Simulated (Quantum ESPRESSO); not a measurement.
## Pd in Quantum ESPRESSO: the effect of target pressure

Crystal: Pd.

```xyz
1
Lattice="0.0000 1.9465 1.9465 1.9465 0.0000 1.9465 1.9465 1.9465 0.0000" Properties=species:S:1:pos:R:3 pbc="T T T"
Pd    0.0000    0.0000    0.0000
```

Alike in all runs:

* Program: Quantum ESPRESSO 7.5
* Task: phonons
* Functional: PBE
* Potentials or basis: Ansatz NC SR PBE
* Cutoff: 1116 eV
* Density cutoff: 4463 eV
* k mesh: 10 × 10 × 10
* Occupations: cold, width 0.2 eV
* Spin: no spin polarisation

Each run relaxes the cell or the atoms first.

```tsv
target pressure	relaxed volume (Å³/atom)	highest phonon frequency (cm⁻¹)
0 GPa	15.27	214
5 GPa	?	?
10 GPa	14.53	242
20 GPa	13.95	265
40 GPa	13.11	302
```

Task: What does the run with target pressure 5 GPa give?

Result: Relaxed volume 14.87 Å³/atom; highest phonon frequency 229 cm⁻¹.

Worked out: In Murnaghan's law V^(-B') rises as a straight line in P. The other rows fit best with B' = 4.9, V0 = 15.27 Å³/atom and B0 = 176 GPa, which gives 14.87 Å³/atom at 5 GPa, against the run's 14.87. A parabola through the other rows of the highest phonon frequency, of slope 2.74 cm⁻¹ per GPa there, gives 228 cm⁻¹, against the run's 229.

Caveats: the mesh is thin for the phonons of a metal; the cell is more than 3 GPa from zero pressure, which shifts response properties (some runs).
